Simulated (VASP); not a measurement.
# SnTe (Fm-3m) in VASP: band structure with PBEsol

Aim: the band structure of SnTe with PBEsol.

Everything below comes from runs of VASP 6.6.1. Logs are shortened: lines on timing, memory, paths and dates and some standing lists are left out, and cuts for length are marked.

**Experimental background.**

A printed reference work, textbook reports, for a bulk crystal of SnTe at 300 K: band gap 0.18 eV (direct).

The results are compared with them further down.

### Step 1. Starting point

It takes space group Fm-3m (No. 225, cubic). The conventional cell has a = 6.289 Å, b = 6.289 Å, c = 6.289 Å, α = 90.00°, β = 90.00°, γ = 90.00°. Around Sn (site symmetry m-3m) lie 6 Te at 3.14 Å. Te (site symmetry m-3m) has 6 Sn at 3.14 Å as nearest neighbours.

### Step 2. Band structure, PBEsol

Contents of POSCAR:

```
SnTe                                    
1.0
    0.0000000000      3.1443929238      3.1443929238
    3.1443929238      0.0000000000      3.1443929238
    3.1443929238      3.1443929238      0.0000000000
  Sn              Te            
     1     1
Direct
     0.0000000000000000    0.0000000000000000    0.0000000000000000
     0.5000000000000000    0.5000000000000000    0.5000000000000000
```

Contents of INCAR.step1:

```
SYSTEM = SnTe
PREC = Accurate
ENCUT = 520
EDIFF = 1E-7
ISMEAR = 0
SIGMA = 0.02
LREAL = .FALSE.
LASPH = .TRUE.
NELM = 60
ALGO = Normal
ISIF = 2
LWAVE = .FALSE.
LCHARG = .TRUE.
GGA = PS
NBANDS = 17
```

Contents of KPOINTS.step1:

```
regular mesh
0
G
  8 8 8
  0 0 0
```

Contents of INCAR.step2:

```
SYSTEM = SnTe
PREC = Accurate
ENCUT = 520
EDIFF = 1E-7
ISMEAR = 0
SIGMA = 0.05
LREAL = .FALSE.
LASPH = .TRUE.
NELM = 60
ALGO = Normal
ISIF = 2
LWAVE = .FALSE.
LCHARG = .FALSE.
GGA = PS
NBANDS = 17
ICHARG = 11
```

Contents of KPOINTS.step2:

```
path GXWKGLUWLK,UX
15
line-mode
reciprocal
 0.0000000000  0.0000000000  0.0000000000  G
 0.5000000000  0.0000000000  0.5000000000  X

 0.5000000000  0.0000000000  0.5000000000  X
 0.5000000000  0.2500000000  0.7500000000  W

 0.5000000000  0.2500000000  0.7500000000  W
 0.3750000000  0.3750000000  0.7500000000  K

 0.3750000000  0.3750000000  0.7500000000  K
 0.0000000000  0.0000000000  0.0000000000  G

 0.0000000000  0.0000000000  0.0000000000  G
 0.5000000000  0.5000000000  0.5000000000  L

 0.5000000000  0.5000000000  0.5000000000  L
 0.6250000000  0.2500000000  0.6250000000  U

 0.6250000000  0.2500000000  0.6250000000  U
 0.5000000000  0.2500000000  0.7500000000  W

 0.5000000000  0.2500000000  0.7500000000  W
 0.5000000000  0.5000000000  0.5000000000  L

 0.5000000000  0.5000000000  0.5000000000  L
 0.3750000000  0.3750000000  0.7500000000  K

 0.6250000000  0.2500000000  0.6250000000  U
 0.5000000000  0.0000000000  0.5000000000  X
```

Potentials or basis: VASP PAW PBE potentials, release 64 (Sn_d, Te).

On the command line:

```console
$ cat potpaw_PBE.64/Sn_d/POTCAR potpaw_PBE.64/Te/POTCAR > POTCAR
$ cp INCAR.step1 INCAR
$ cp KPOINTS.step1 KPOINTS
$ mpirun -np 1 vasp_std > vasp.out
$ cp INCAR.step2 INCAR
$ cp KPOINTS.step2 KPOINTS
$ mpirun -np 1 vasp_std > vasp.out
```

OUTCAR:

```text
SYSTEM = SnTe
   PREC = Accurate
   ENCUT = 520
   EDIFF = 1E-7
   ISMEAR = 0
   LREAL = .FALSE.
   LASPH = .TRUE.
   NELM = 60
   ISIF = 2
   GGA = PS
   ICHARG = 11

 ion  position               nearest neighbor table
   1  0.000  0.000  0.000-   2 3.14   2 3.14   2 3.14   2 3.14   2 3.14   2 3.14
   2  0.500  0.500  0.500-   1 3.14   1 3.14   1 3.14   1 3.14   1 3.14   1 3.14

  LATTYP: Found a face centered cubic cell.
 ALAT       =     6.2887858476

  Lattice vectors:

 A1 = (   0.0000000000,   3.1443929238,   3.1443929238)
 A2 = (   3.1443929238,   0.0000000000,   3.1443929238)
 A3 = (   3.1443929238,   3.1443929238,   0.0000000000)

Analysis of symmetry for initial positions (statically):
=====================================================================
 Subroutine PRICEL returns:
 Original cell was already a primitive cell.

 Routine SETGRP: Setting up the symmetry group for a
 face centered cubic supercell.

 Subroutine GETGRP returns: Found 48 space group operations
 (whereof 48 operations were pure point group operations)
 out of a pool of 48 trial point group operations.

The static configuration has the point symmetry O_h .

Analysis of symmetry for dynamics (positions and initial velocities):
=====================================================================
 Subroutine PRICEL returns:
 Original cell was already a primitive cell.

 Routine SETGRP: Setting up the symmetry group for a
 face centered cubic supercell.

 Subroutine GETGRP returns: Found 48 space group operations
 (whereof 48 operations were pure point group operations)
 out of a pool of 48 trial point group operations.

The dynamic configuration has the point symmetry O_h .

 Subroutine INISYM returns: Found 48 space group operations
 (whereof 48 operations are pure point group operations),
 and found     1 'primitive' translations

----------------------------------------------------------------------------------------

                                     Primitive cell

  volume of cell :      62.1785

  direct lattice vectors                    reciprocal lattice vectors
     0.000000000  3.144392924  3.144392924    -0.159013206  0.159013206  0.159013206
     3.144392924  0.000000000  3.144392924     0.159013206 -0.159013206  0.159013206
     3.144392924  3.144392924  0.000000000     0.159013206  0.159013206 -0.159013206

  length of vectors
     4.446843118  4.446843118  4.446843118     0.275418952  0.275418952  0.275418952

[... 69 lines left out ...]
   LNONCOLLINEAR =      F non collinear calculations
   LSORBIT =      F    spin-orbit coupling
   LASPH  =      T    aspherical Exc in radial PAW
   ENCUT  =  520.0 eV  38.22 Ry    6.18 a.u.   8.27  8.27  8.27*2*pi/ulx,y,z
   NELM   =     60;   NELMIN=  2; NELMDL=  0     # of ELM steps
   EDIFF  = 0.1E-06   stopping-criterion for ELM
   LREAL  =      F    real-space projection
   EDIFFG = 0.1E-05   stopping-criterion for IOM
   NSW    =      0    number of steps for IOM
   IBRION =     -1    ionic relax: 0-MD 1-quasi-New 2-CG
   NFREE  =      0    steps in history (QN), initial steepest desc. (CG)
   ISIF   =      2    stress and relaxation
   ISYM   =      2    0-nonsym 1-usesym 2-fastsym
   POTIM  = 0.5000    time-step for ionic-motion
   TEBEG  =    0.0;   TEEND  =   0.0 temperature during run
   PSTRESS=    0.0 pullay stress
   NELECT =      20.0000    total number of electrons
   NUPDOWN=      -1.0000    fix difference up-down
   EMIN   =  10.00;   EMAX   =-10.00  energy-range for DOS
   EFERMI =   0.00;   METHOD = LEGACY
   ISMEAR =     0;   SIGMA  =   0.05  broadening in eV -4-tet -1-fermi 0-gaus
   EFERMI_NEDOS =   21; number of points for ismear=-14 and -15
   IALGO  =     38    algorithm
   IMIX   =      4    mixing-type and parameters
     AMIX     =   0.40;   BMIX     =  1.00
     AMIX_MAG =   1.60;   BMIX_MAG =  1.00
  volume/ion in A,a.u.               =      31.09       209.80
  Fermi-wavevector in a.u.,A,eV,Ry     =   1.121686  2.119679 17.118575  1.258180
  Thomas-Fermi vector in A             =   2.258341
   LORBIT       =      0    0 simple, 1 ext, 2 COOP (PROOUT), +10 PAW based schemes
   GGA     = PS    functional components
   LHFCALC =     F    Hartree Fock is set to
   AEXX    =    0.0000 exact exchange contribution
   IVDW    =     0    specifies the selected vdW correction
   LEPSILON=     F    determine dielectric tensor
   LRPA    =     F    only Hartree local field effects (RPA)
 non-spin polarized calculation
 Gauss-broadening in eV      SIGMA  =   0.05
  energy-cutoff  :      520.00
  volume of cell :       62.18
 maximum number of plane-waves:      1700
 NGX is ok and might be reduce to    36

 number of electron      19.9999998 magnetization

 Free energy of the ion-electron system (eV)
  ---------------------------------------------------
  ext. energy  EPLUGINS =         0.00000000
  ---------------------------------------------------
  free energy    TOTEN  =        -9.29244167 eV

  energy without entropy =       -9.29169913  energy(sigma->0) =       -9.29207040

 E-fermi :   6.8660     XC(G=0):  -9.6813

 val. band max:        6.8253864875   @ k =   0.5000   0.5000   0.5000
 cond. band min:       6.8970422531   @ k =   0.5089   0.4821   0.5089
 fundamental gap:      0.0716557656
 Fermi energy:         6.8659800135

 k-point     1 :       0.0000    0.0000    0.0000
  band No.  band energies     occupation
      1     -14.9111      2.00000
      2     -14.9111      2.00000
      3     -14.9008      2.00000
      4     -14.9008      2.00000
      5     -14.9008      2.00000
      6      -5.9847      2.00000
[... 457 lines left out ...]
      4     -14.8924      2.00000
      5     -14.8894      2.00000
      6      -4.3178      2.00000
[... 9 lines left out ...]
     16      16.8771      0.00000
     17      18.0400      0.00000

 [... further k-points ...]
[... 5 lines left out ...]
  --------------------------------------------------------------------------------------
  -------------------------------------------------------------------------------------
  Total       -1.2304538     -1.2304538     -1.2304538     -0.0000000     -0.0000000     -0.0000000
  in kB      -31.7055633    -31.7055633    -31.7055633     -0.0000000     -0.0000000     -0.0000000
  external PRESSURE =     -31.7055633 kB  Pullay stress =       0.0000000 kB

 VOLUME and BASIS-vectors are now :
 -----------------------------------------------------------------------------
  energy-cutoff  :      520.00
  volume of cell :       62.18
      direct lattice vectors                 reciprocal lattice vectors
     0.000000000  3.144392924  3.144392924    -0.159013206  0.159013206  0.159013206
     3.144392924  0.000000000  3.144392924     0.159013206 -0.159013206  0.159013206
     3.144392924  3.144392924  0.000000000     0.159013206  0.159013206 -0.159013206

 POSITION                                       TOTAL-FORCE (eV/Angst)
 -----------------------------------------------------------------------------------
      0.00000      0.00000      0.00000         0.000000      0.000000      0.000000
      3.14439      3.14439      3.14439        -0.000000     -0.000000     -0.000000
 -----------------------------------------------------------------------------------
    total drift:                                0.000000      0.000000      0.000000

  FREE ENERGIE OF THE ION-ELECTRON SYSTEM (eV)
  ---------------------------------------------------
  free  energy   TOTEN  =        -9.2924416734 eV

  energy  without entropy=       -9.2916991310  energy(sigma->0) =       -9.29207040
```

OUTCAR.step1:

```text
SYSTEM = SnTe
   PREC = Accurate
   ENCUT = 520
   EDIFF = 1E-7
   ISMEAR = 0
   LREAL = .FALSE.
   LASPH = .TRUE.
[... 703 lines left out ...]
      0.00000      0.00000      0.00000         0.000000     -0.000000      0.000000
      3.14439      3.14439      3.14439        -0.000000      0.000000     -0.000000
 -----------------------------------------------------------------------------------
    total drift:                               -0.000000      0.000000      0.000000

  FREE ENERGIE OF THE ION-ELECTRON SYSTEM (eV)
  ---------------------------------------------------
  free  energy   TOTEN  =        -8.3379191369 eV

  energy  without entropy=       -8.3379191368  energy(sigma->0) =       -8.33791914
```

OSZICAR.step1:

```text
N       E                     dE             d eps       ncg     rms          rms(c)
DAV:   1     0.124536126023E+03    0.12454E+03   -0.96472E+03  1003   0.139E+03
DAV:   2     0.241382940099E+01   -0.12212E+03   -0.11844E+03  1067   0.321E+02
DAV:   3    -0.807792520710E+01   -0.10492E+02   -0.10425E+02  1205   0.858E+01
DAV:   4    -0.838117276949E+01   -0.30325E+00   -0.30310E+00  1163   0.154E+01
DAV:   5    -0.839353288349E+01   -0.12360E-01   -0.12360E-01  1445   0.299E+00    0.494E+00
DAV:   6    -0.834067366729E+01    0.52859E-01   -0.11212E-01  1341   0.264E+00    0.310E+00
DAV:   7    -0.833855800606E+01    0.21157E-02   -0.45875E-02  1251   0.129E+00    0.691E-01
DAV:   8    -0.833786991567E+01    0.68809E-03   -0.70792E-03  1254   0.716E-01    0.165E-01
DAV:   9    -0.833794267598E+01   -0.72760E-04   -0.56571E-04  1340   0.215E-01    0.403E-02
DAV:  10    -0.833791990650E+01    0.22769E-04   -0.77487E-05  1285   0.808E-02    0.204E-02
DAV:  11    -0.833791948638E+01    0.42012E-06   -0.28768E-05  1325   0.445E-02    0.237E-02
DAV:  12    -0.833791930756E+01    0.17882E-06   -0.22823E-06  1246   0.130E-02    0.125E-02
DAV:  13    -0.833791911994E+01    0.18763E-06   -0.18827E-07  1017   0.298E-03    0.548E-03
DAV:  14    -0.833791913686E+01   -0.16924E-07   -0.91136E-08   567   0.380E-03
   1 F= -.83379191E+01 E0= -.83379191E+01  d E =-.180467E-10
```

Wall time 3.6 min (1 thread of AMD EPYC 7R43 (Zen 3), shared host); peak memory 0.28 GiB.

What came out:

```yaml
Band_gap_on_the_k_mesh: 0.16 eV, direct
Band_gap_along_the_path: 0.07 eV, indirect (least direct gap 0.16 eV)
```

Levels at the corners of the path, in eV from the valence-band top:
```csv
point,band 8,band 9,band 10,band 11,band 12,band 13
Γ,-2.09,-2.09,-2.09,3.40,3.40,3.40
X,-5.59,-3.72,-3.72,2.13,5.00,5.00
X,-5.59,-3.72,-3.72,2.13,5.00,5.00
W,-4.83,-4.83,-0.76,0.88,4.62,4.62
W,-4.83,-4.83,-0.76,0.88,4.62,4.62
K,-5.19,-3.22,-2.69,3.09,3.11,4.20
K,-5.19,-3.22,-2.69,3.09,3.11,4.20
Γ,-2.09,-2.09,-2.09,3.40,3.40,3.40
Γ,-2.09,-2.09,-2.09,3.40,3.40,3.40
L,-1.75,-1.75,0.00,0.16,0.39,0.39
L,-1.75,-1.75,0.00,0.16,0.39,0.39
U,-5.19,-3.22,-2.69,3.09,3.11,4.20
U,-5.19,-3.22,-2.69,3.09,3.11,4.20
W,-4.83,-4.83,-0.76,0.88,4.62,4.62
W,-4.83,-4.83,-0.76,0.88,4.62,4.62
L,-1.75,-1.75,0.00,0.16,0.39,0.39
L,-1.75,-1.75,0.00,0.16,0.39,0.39
K,-5.19,-3.22,-2.69,3.09,3.11,4.20
U,-5.19,-3.22,-2.69,3.09,3.11,4.20
X,-5.59,-3.72,-3.72,2.13,5.00,5.00
```

Caveat: the log is that of the step along the path at fixed density, whose energy, stress, charges and moments have no meaning; the PAW data sets were made with another functional, which shifts forces and pressure a little; spin-orbit coupling is left out, which moves the levels of the heavy elements; the mesh misses the band edges, which the band path finds closer together.

### Step 3. Against experiment

Step 2. Measured direct gap of SnTe: 0.18 eV (direct; 300 K; a printed reference work, textbook). This calculation gives 0.16 eV (-0.02 eV). Spin-orbit coupling on Sn, Te is left out. The value is that of PBEsol, without temperature or zero-point motion. Semilocal functionals fall short of measured gaps as a rule.
